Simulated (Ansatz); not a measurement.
**MnSi (rocksalt type): a single-point run**

Aim: a sound single-point run of MnSi (rocksalt type). The structure is shown as the input types it.

Computed with Ansatz 0.2.0 (DFT, r2SCAN, PAW with Ansatz's default frozen-core files, scalar-relativistic, unless a step's input says otherwise).

1 further run of the same task is left out (for a known fault of the program).

### 1 Starting point

Symmetry: Fm-3m, No. 225, cubic system. The conventional cell has a = 4.274 Å, b = 4.274 Å, c = 4.274 Å, α = 90.00°, β = 90.00°, γ = 90.00°. Mn (site symmetry m-3m) has 6 Si at 2.14 Å as nearest neighbours. Si (site symmetry m-3m) is surrounded by 6 Mn at 2.14 Å.

Structure file:

```
CELL_PARAMETERS angstrom
0.00000 2.13704 2.13704
2.13704 0.00000 2.13704
2.13704 2.13704 0.00000
ATOMIC_POSITIONS crystal
Mn 0.00000 0.00000 0.00000
Si 0.50000 0.50000 0.50000
```

### 2 Running it

The input, input.yaml:

```yaml
crystal:
  lattice:
    - [0.0, 2.1370436787, 2.1370436787]
    - [2.1370436787, 0.0, 2.1370436787]
    - [2.1370436787, 2.1370436787, 0.0]
  atoms:
    - { symbol: Mn, position: [0.0, 0.0, 0.0], spin: 3.0 }
    - { symbol: Si, position: [0.5, 0.5, 0.5] }
magnetization:
  spin_polarized: true
kpoints:
  mp_grid: { grid: [14, 14, 14] }
scf:
  occupations: { method: fermi_dirac, width: 0.08 }
  mixing: { algorithm: anderson, beta: 0.005, ndim: 1 }
  max_iter: 75
hamiltonian:
  xc: r2scan
  pseudopotentials: { kind: paw }
output:
  forces: true
  stress: true
  eigenvalues: true
  populations: true
```

On the command line:

```console
ansatz run input.yaml --threads 1 --pin off --max-ram 3072MiB --backend cpu --events-out ev --progress --plain --runs-dir out
```

What happens when this is run?

This run ends as converged, with warnings (stability check not made). It gives a pressure of 90 GPa, which is large; a structure far from rest gives such values too, whatever the setting.

In the input, scf.mixing.algorithm is anderson; scf.mixing.beta is 0.005; scf.mixing.ndim is 1. What could go wrong: mixing too weak. The residual crept for many cycles and then fell at once, which so weak a step can't do by itself: the program changed its mixing. Several mixing settings were changed at once, so this run can't tell how much each is to blame.

The test: delete scf.mixing.algorithm, scf.mixing.beta and scf.mixing.ndim (the default then holds).
